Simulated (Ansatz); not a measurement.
## Ag: relaxation of cell and atoms with SVWN5

The system is Ag.

```
Ag
1.0
     0.00000    2.04275    2.04275
     2.04275    0.00000    2.04275
     2.04275    2.04275    0.00000
Ag
1
Direct
  0.00000 0.00000 0.00000
```

| Item | Value |
| --- | --- |
| Program | Ansatz 0.2.0 |
| Task | relaxation of cell and atoms |
| Functional | SVWN5 |
| Potentials or basis | Ansatz PAW |
| Cutoff | 420 eV (not typed: the program's choice for these potentials) |
| k mesh | 11 × 11 × 11 |
| Occupations | fermi-dirac, width 0.05 eV |
| Spin | no spin polarisation |

| Property | Result |
| --- | --- |
| Relaxed volume | 15.96 Å³/atom |
| Relaxed cell | a = 2.826 Å, b = 2.826 Å, c = 2.826 Å, α = 60.00°, β = 60.00°, γ = 60.00° |
| Space group after relaxing (to 0.05 Å) | Fm-3m (No. 225) |
| Energy gained by relaxing | 28.0 meV/atom |
| Ionic steps | 4 |
| Pressure after relaxing | 0.0 GPa |
| Band gap on the k mesh | none (metal or under the smearing width) |

Step by step:
| step | energy change (eV) | largest force (eV/Å) | volume (Å³) |
| --- | --- | --- | --- |
| 1 | 0.0000 | 0.0000 | 17.05 |
| 2 | -0.0275 | 0.0000 | 16.12 |
| 3 | -0.0282 | 0.0000 | 15.96 |
| 4 | -0.0280 | 0.0000 | 15.96 |

Final structure:
```
CELL_PARAMETERS angstrom
0.00000 1.99840 1.99840
1.99840 0.00000 1.99840
1.99840 1.99840 0.00000
ATOMIC_POSITIONS crystal
Ag 0.00000 0.00000 0.00000
```

Levels at points of the mesh, in eV from the Fermi level:
| k point | band 8 | band 9 | band 10 | band 11 | band 12 | band 13 |
| --- | --- | --- | --- | --- | --- | --- |
| (0.00, 0.00, 0.00) | -5.18 | -3.99 | -3.99 | 15.84 | 19.72 | 19.72 |

Wall time 2.2 s on 2 threads of Arm Neoverse V1, on a shared host, peak memory 0.27 GiB.

Caveat: the plane-wave basis is chosen anew once the cell has moved, so the energies of steps on either side of that aren't comparable; the PAW data sets come from PBE, with cores solved anew for the run's functional, which leaves a small shift of forces and pressure.
